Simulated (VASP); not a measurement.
## C: single point with r2SCAN

C:

```xyz
4
Lattice="2.4610 0.0000 0.0000 -1.2305 2.1313 0.0000 0.0000 0.0000 8.0496" Properties=species:S:1:pos:R:3 pbc="T T T"
C     0.0000    0.0000    2.0124
C     0.0000    1.4209    2.0124
C     0.0000    0.0000    6.0372
C     1.2305    0.7104    6.0372
```

The cell was built by a generator and needn't be a form met in nature.

```json
{
  "Program": "VASP 6.6.1",
  "Task": "single point",
  "Functional": "r2SCAN",
  "Potentials or basis": "VASP PAW PBE potentials, release 64 (C)",
  "Cutoff": "520 eV",
  "k mesh": "16 × 16 × 4",
  "Occupations": "fermi-dirac, width 0.05 eV",
  "Spin": "no spin polarisation"
}
```

```json
{
 "Pressure": "-1.2 GPa",
 "Band gap on the k mesh": "1.07 eV, direct"
}
```

Stress tensor (GPa, compression positive):
```
-1.24  0.00  0.00
 0.00 -1.24  0.00
 0.00  0.00 -1.09
```

Levels at points of the mesh, in eV from the valence-band top:
```csv
k point,band 5,band 6,band 7,band 8,band 9,band 10,band 11,band 12
"(0.00, 0.00, 0.00)",-2.72,-2.72,-2.72,-2.72,3.81,7.86,9.18,9.18
"(0.50, 0.00, 0.00)",-6.32,-6.31,-2.14,-1.90,2.17,2.49,8.17,8.26
"(0.00, 0.00, 0.50)",-2.72,-2.72,-2.72,-2.72,5.38,5.38,9.19,9.19
"(0.50, 0.00, 0.50)",-6.31,-6.31,-2.01,-2.01,2.30,2.30,8.21,8.21
```

Wall time 2 min on 1 thread of Intel(R) Xeon(R) 6975P-C (Granite Rapids) (shared host), peak memory 0.17 GiB.

Caveat: the PAW data sets were made with another functional, which shifts forces and pressure a little. r2SCAN opens gaps a little over a GGA but as a rule still falls short of measured ones.
